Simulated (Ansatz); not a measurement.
A plane-wave DFT run in Ansatz 0.2.0 (scalar-relativistic PAW potentials unless the input names others): input and command.

```yaml
crystal:
  lattice:
    - [2.9905122097, -0.0129826842, 0.0745129484]
    - [-1.5064994392, 2.5002489944, -0.1852511027]
    - [0.0731891489, -0.1678534491, 2.7367466887]
  atoms:
    - { symbol: Ta, position: [0.3405459669, 0.6738562655, 0.5015730382] }
    - { symbol: "N", position: [-0.0072126336, -0.0071895988, -0.0015730382] }
basis:
  ecutwfc: 420
kpoints:
  mp_grid: { grid: [15, 15, 12] }
hamiltonian:
  xc: pbe
scf:
  occupations: { method: tetrahedron }
output:
  forces: true
  eigenvalues: true
  stress: true
```

```bash
ansatz run input.yaml --threads 2 --pin off --max-ram 5120MiB --backend cpu --events-out ev --progress --plain --runs-dir out
```

Abridged log:
```
Warning: output.forces, output.stress, relax.cell or npt_langevin: where a Kohn–Sham band that disperses or a degenerate level is filled in part under the method tetrahedron, the forces or the stress that this run publishes need not agree with its energy (scf.occupations.method in the input reference, under Limitations); prefer a smearing scheme for the forces or the stress
Pseudopotentials: kind: paw
Pseudopotential: Ta, paw, valence charge 13, recommended cutoff 420 eV (normal)
Pseudopotential: N, paw, valence charge 5, recommended cutoff 420 eV (normal)
Functional definition: PBE
Crystal: 2 atoms, lattice volume = 20.322 Å³
Basis set: ecut = 420 eV, 387 PW (Γ), exchange–correlation on 40×40×40 points (8 copies of the dense FFT grid, shifted against one another)
Bands: 13, of which v1, the nominal top of the filled ones, is band 9 counted from 1 (8 counted from 0)
Symmetry: 1 space group operations
Space group: P1 (ITA 1), of the structure as read, at distance tolerance 2.7e-5 Å
k-points: 1351 of 2700 (time reversal used)
Initial density: superposition of atomic densities (neutral atoms: chi_scale 0, normalization atom), corrected by the library's trained network
Initial wavefunctions: pseudopotential atomic-orbital guess
Functional: x = pbe(κ = 0.804, μ = 0.21951497), c = pbe(β = 0.06672455)
SCF iter   1: F=—  HF=-10317.961542 eV  |F-HF|=—  |Δ(HF+E_count)|=         —  Δρ=1.03e-2  dr2=1.31e-2  ethr=1.77e-3  ⟨swp⟩=6.2  Hψ=92066  notcnv=0
SCF iter   2: F=—  HF=-10317.961543 eV  |F-HF|=—  |Δ(HF+E_count)|=   4.29e-7  Δρ=6.00e-3  dr2=4.30e-3  ethr=7.27e-5  ⟨swp⟩=2.3  Hψ=35357  notcnv=0
SCF iter   3: F=—  HF=-10317.962199 eV  |F-HF|=—  |Δ(HF+E_count)|=   6.56e-4  Δρ=3.54e-3  dr2=2.66e-3  ethr=2.39e-5  ⟨swp⟩=2.0  Hψ=29349  notcnv=0
SCF iter   4: F=—  HF=-10317.961498 eV  |F-HF|=—  |Δ(HF+E_count)|=   7.01e-4  Δρ=4.92e-4  dr2=2.54e-5  ethr=1.48e-5  ⟨swp⟩=2.1  Hψ=29336  notcnv=0
SCF iter   5: F=—  HF=-10317.961514 eV  |F-HF|=—  |Δ(HF+E_count)|=   1.61e-5  Δρ=6.77e-5  dr2=6.49e-7  ethr=1.41e-7  ⟨swp⟩=2.5  Hψ=32381  notcnv=0
SCF iter   6: F=-10317.961513 eV  HF=-10317.961513 eV  |F-HF|=4.10e-9  |Δ(HF+E_count)|=   6.86e-7  Δρ=1.91e-5  dr2=3.88e-8  ethr=5.56e-10  ⟨swp⟩=4.9  Hψ=62321  notcnv=0
SCF 1 converged in 6 iterations: F = -10317.961513 eV  dr2 = 3.88e-8
SCF converged after 6 iterations
Stability not checked: this state was not tested for a lower state beside it, because cold or Methfessel-Paxton smearing, or corrected tetrahedra, fill the levels in a way that the test cannot read (fill_not_monotonic; see scf.lower_state_search)
Free energy (F): -10317.961513 eV
Harris-Foulkes:  -10317.961513 eV  (|F-HF|=4.10e-9)
Internal energy: -10317.961513 eV  (E = F + TS)
E sigma→0 (E₀):  -10317.961513 eV
Fermi energy:    21.786319 eV
--- Forces (eV/Å), atoms counted from 1 ---
  atom   1  Ta     0.00117205    -0.01447290    -0.00611540
  atom   2  N     -0.00116705     0.01446335     0.00611278
--- Stress (GPa, compression-positive) ---
       14.293940       0.426057     -13.356051
        0.426057      32.321764      34.065166
      -13.356052      34.065168      62.578504
  P = ⅓ Tr σ = 36.3981 GPa (363.981 kbar)
```

Apart from outputs, empty bands and the relaxation, which only the reference makes, the input differs from a reference run on usual settings in scf.occupations.width: 0.15 → not typed; scf.occupations.method: "gaussian" → "tetrahedron". The reference, at the same geometry, ended its own course with pressure 36.31 GPa, largest force 0.000 eV/Å, no gap on the mesh. This run converged in 6 SCF iterations with an energy at zero smearing 0.10 meV/atom above the reference's, pressure 36.40 GPa, largest force 0.016 eV/Å, no gap on the mesh.

Time: 15 s on 2 threads of Arm Neoverse V2, on a shared host, peak memory 0.68 GiB.